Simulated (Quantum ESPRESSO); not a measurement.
Si2W, 3 atoms in the cell. It takes space group I4/mmm (No. 139, tetragonal). Conventional cell: a = 3.214 Å, b = 3.214 Å, c = 7.830 Å, α = 90.00°, β = 90.00°, γ = 90.00°. W (site symmetry 4/mmm) is surrounded by 10 Si at 2.62 Å. Si (site symmetry 4mm) has 5 Si at 2.59 to 2.63 Å and 5 W at 2.62 Å as nearest neighbours. 

| Item | Value |
| --- | --- |
| Program | Quantum ESPRESSO 7.5 |
| Task | band structure |
| Functional | r2SCAN |
| Potentials or basis | SG15 PBE 1.2 |
| Cutoff | 1020 eV |
| Density cutoff | 4082 eV |
| k mesh | 8 × 8 × 8 |
| Occupations | fermi-dirac, width 0.05 eV |
| Spin | no spin polarisation |
| Symmetry | off |
| Mixing beta | 0.5 |
| Most SCF iterations | 120 |
| SCF threshold | 1e-08 Ry |

Potentials or basis: SG15 PBE 1.2.

Launch:

```console
$ OMP_NUM_THREADS=1 mpirun -n 2 pw.x -nk 2 -in pw.in > pw.out
$ OMP_NUM_THREADS=1 mpirun -n 2 pw.x -nk 2 -in bands.in > bands.out
```

Hardware: 2 MPI ranks on AMD EPYC 9R45 96-Core Processor (Zen 5), with other jobs on the host.

Q: How long does it take, and how much memory?

A: It took 7.3 min on 2 MPI ranks on AMD EPYC 9R45 96-Core Processor (Zen 5), with other jobs on the host, peak memory 0.5 GiB a rank. Counts: scf iterations 11, k pools 2, bands 26, k points 260, g dense 24013.
